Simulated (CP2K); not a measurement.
Input and output of a self-consistent single point for BaF2 (Fm-3m, 3 atoms in the cell) (CP2K)

Computed with CP2K with PBE, GPW, DZVP-MOLOPT-SR-GTH basis, GTH-PBE potentials (GTH_POTENTIALS).

Input:

```
&GLOBAL
  PROJECT scf
  RUN_TYPE ENERGY_FORCE
  PRINT_LEVEL MEDIUM
&END GLOBAL
&FORCE_EVAL
  METHOD Quickstep
  STRESS_TENSOR ANALYTICAL
  &DFT
    BASIS_SET_FILE_NAME BASIS_MOLOPT
    POTENTIAL_FILE_NAME GTH_POTENTIALS
    &QS
      METHOD GPW
      EPS_DEFAULT 1E-11
    &END QS
    &MGRID
      CUTOFF 550
      REL_CUTOFF 50
      NGRIDS 5
    &END MGRID
    &SCF
      SCF_GUESS ATOMIC
      EPS_SCF 1E-7
      MAX_SCF 100
      ADDED_MOS 5
      &DIAGONALIZATION
        ALGORITHM STANDARD
      &END DIAGONALIZATION
      &MIXING
        METHOD BROYDEN_MIXING
        ALPHA 0.3
        NBUFFER 10
        BETA 1.5
      &END MIXING
      &SMEAR ON
        METHOD FERMI_DIRAC
        ELECTRONIC_TEMPERATURE [K] 116.05
      &END SMEAR
    &END SCF
    &KPOINTS
      SCHEME MONKHORST-PACK 3 3 3
    &END KPOINTS
    &XC
      &XC_FUNCTIONAL PBE
      &END XC_FUNCTIONAL
    &END XC
    &PRINT
      &MO
        EIGENVALUES T
        OCCUPATION_NUMBERS T
        NDIGITS 8
        FILENAME mo
        &EACH
          QS_SCF 0
        &END EACH
        ADD_LAST NUMERIC
      &END MO
      &MULLIKEN ON
      &END MULLIKEN
    &END PRINT
  &END DFT
  &SUBSYS
    &CELL
      ABC 4.37091000 4.37090992 4.37090993
      ALPHA_BETA_GAMMA 59.99999971 59.99999949 59.99999936
      PERIODIC XYZ
    &END CELL
    &COORD
      SCALED
      Ba       0.00000000     0.00000000     0.00000000
      F        0.25000000     0.25000000     0.25000000
      F        0.75000000     0.75000000     0.75000000
    &END COORD
    &KIND Ba
      BASIS_SET DZVP-MOLOPT-SR-GTH
      POTENTIAL GTH-PBE-q10
    &END KIND
    &KIND F
      BASIS_SET DZVP-MOLOPT-SR-GTH
      POTENTIAL GTH-PBE-q7
    &END KIND
  &END SUBSYS
  &PRINT
    &FORCES ON
    &END FORCES
    &STRESS_TENSOR ON
    &END STRESS_TENSOR
  &END PRINT
&END FORCE_EVAL
```

Output, abridged:

```
 GLOBAL| Method name                                                        CP2K
 GLOBAL| Project name                                                        scf
 GLOBAL| Run type                                                   ENERGY_FORCE

 CELL| Volume [angstrom^3]:                                            59.047372
 CELL| Vector a [angstrom]:       4.371     0.000     0.000   |a| =     4.370910
 CELL| Vector b [angstrom]:       2.185     3.785     0.000   |b| =     4.370910
 CELL| Vector c [angstrom]:       2.185     1.262     3.569   |c| =     4.370910
 CELL| Angle (b,c), alpha [degree]:                                    60.000000
 CELL| Angle (a,c), beta  [degree]:                                    59.999999
 CELL| Angle (a,b), gamma [degree]:                                    59.999999
 CELL| Numerically orthorhombic:                                              NO
 CELL| Periodicity                                                           XYZ

 DFT| Spin restricted Kohn-Sham (RKS) calculation                            RKS
 DFT| Multiplicity                                                             1
 DFT| Number of spin states                                                    1
 DFT| Charge                                                                   0
 DFT| XC density smoothing                                                  NONE
 DFT| XC derivatives                                                          PW

 QS| Method:                                                                 GPW
 QS| Density plane wave grid type                        NON-SPHERICAL FULLSPACE
 QS| Number of grid levels:                                                    5
 QS| Density cutoff [a.u.]:                                                275.0
 QS| Multi grid cutoff [a.u.]: 1) grid level                               275.0
   [... lines left out ...]
 BRILLOUIN| Wavefunction type                                            COMPLEX
 BRILLOUIN| List of Kpoints [2 Pi/Bohr]                                       14
 BRILLOUIN| Number           Weight            X              Y              Z
 BRILLOUIN|     1           0.07407       -0.33333       -0.33333       -0.33333
 BRILLOUIN|     2           0.07407       -0.33333       -0.33333        0.00000
 BRILLOUIN|     3           0.07407       -0.33333       -0.33333        0.33333
   [... 11 lines left out ...]
 *******************************************************************************

 Extrapolation method: initial_guess

 Re-scaling the density matrix to get the right number of electrons
                  # Electrons              Trace(P)               Scaling factor
                           24                24.000                        1.000

 Number of electrons:                                                         24
 Number of occupied orbitals:                                                 12
 Number of molecular orbitals:                                                17

 Number of orbital functions:                                                 40
 Number of independent orbital functions:                                     40
 SCF WAVEFUNCTION OPTIMIZATION

  Step     Update method      Time    Convergence         Total energy    Change
     1 NoMix/Diag. 0.30E+00      -     2.12583902       -74.2464258705 -7.42E+01
     2 Broy./Diag. 0.30E+00      -     0.04764875       -70.9125732587  3.33E+00
     3 Broy./Diag. 0.30E+00      -     0.05722322       -73.0156836632 -2.10E+00
     4 Broy./Diag. 0.30E+00      -     0.02206906       -74.0783316671 -1.06E+00
     5 Broy./Diag. 0.30E+00      -     0.01859858       -73.7668555966  3.11E-01
     6 Broy./Diag. 0.30E+00      -     0.00580403       -74.2145526499 -4.48E-01
     7 Broy./Diag. 0.30E+00      -     0.00501191       -74.1265926893  8.80E-02
   [... 5 lines left out ...]
    13 Broy./Diag. 0.30E+00      -     0.00000638       -74.2274568979  6.57E-04
    14 Broy./Diag. 0.30E+00      -     0.00000576       -74.2275700920 -1.13E-04
    15 Broy./Diag. 0.30E+00      -     0.00000034       -74.2275853885 -1.53E-05
    16 Broy./Diag. 0.30E+00      -     0.00000061       -74.2276064357 -2.10E-05
    17 Broy./Diag. 0.30E+00      -     0.00000002       -74.2276071544 -7.19E-07
  *** SCF run converged in    17 steps ***

  Electronic density on regular grids:        -23.9999999996        0.0000000004
  Core density on regular grids:               23.9999999998       -0.0000000002
  Total charge density on r-space grids:        0.0000000002
  Total charge density g-space grids:           0.0000000002

  Overlap energy of the core charge distribution:               0.00000000000000
  Self energy of the core charge distribution:               -180.86464169914757
  Core Hamiltonian energy:                                     46.63540997830037
  Hartree energy:                                              73.22924251413561
  Exchange-correlation energy:                                -13.22761794764829
  Electronic entropic energy:                                  -0.00000000000000
  Fermi energy:                                                 0.14671902607022

  Total energy:                                               -74.22760715435987
  Total energy (extrapolated to T->0):                        -74.22760715435987

                     Mulliken Population Analysis

 #  Atom  Element  Kind  Atomic population                           Net charge
       1     Ba       1          8.544803                              1.455197
       2     F        2          7.727598                             -0.727598
       3     F        2          7.727598                             -0.727598
 # Total charge                             24.000000                  0.000000

 ENERGY| Total FORCE_EVAL ( QS ) energy [hartree]            -74.227607753787822

 FORCES| Atomic forces [hartree/bohr]
 FORCES|   Atom     x               y               z               |f|
 FORCES|      1  4.94031320E-15 -4.22815679E-14  1.86809445E-14   4.64877980E-14
 FORCES|      2 -3.70344228E-06 -2.13961837E-06 -1.51259810E-06   4.53667329E-06
 FORCES|      3  3.70344230E-06  2.13961841E-06  1.51259802E-06   4.53667329E-06
 FORCES| Sum     1.80967831E-14  4.34257275E-16 -6.55838904E-14
 FORCES| Total atomic force                                       6.80362317E-14

 STRESS| Analytical stress tensor [bar]
 STRESS|                        x                   y                   z
 STRESS|      x        3.73749646267E+04   1.80002273359E+02   1.27281082428E+02
 STRESS|      y        1.80002273359E+02   3.71671339905E+04   7.34837705241E+01
 STRESS|      z        1.27281082428E+02   7.34837705241E+01   3.71151696066E+04
 STRESS| 1/3 Trace                                             3.72190894079E+04
```

The run converged in 17 iterations.

The starting cell has typed, rounded lattice constants, without a prior relaxation at this level. Its lattice was rescaled by up to half a per cent. Values carry the incompleteness of an atom-centred basis. With a pressure of about 4 GPa the cell is away from its equilibrium volume at this level.

Cost on one core of a shared machine: roughly 40 s.
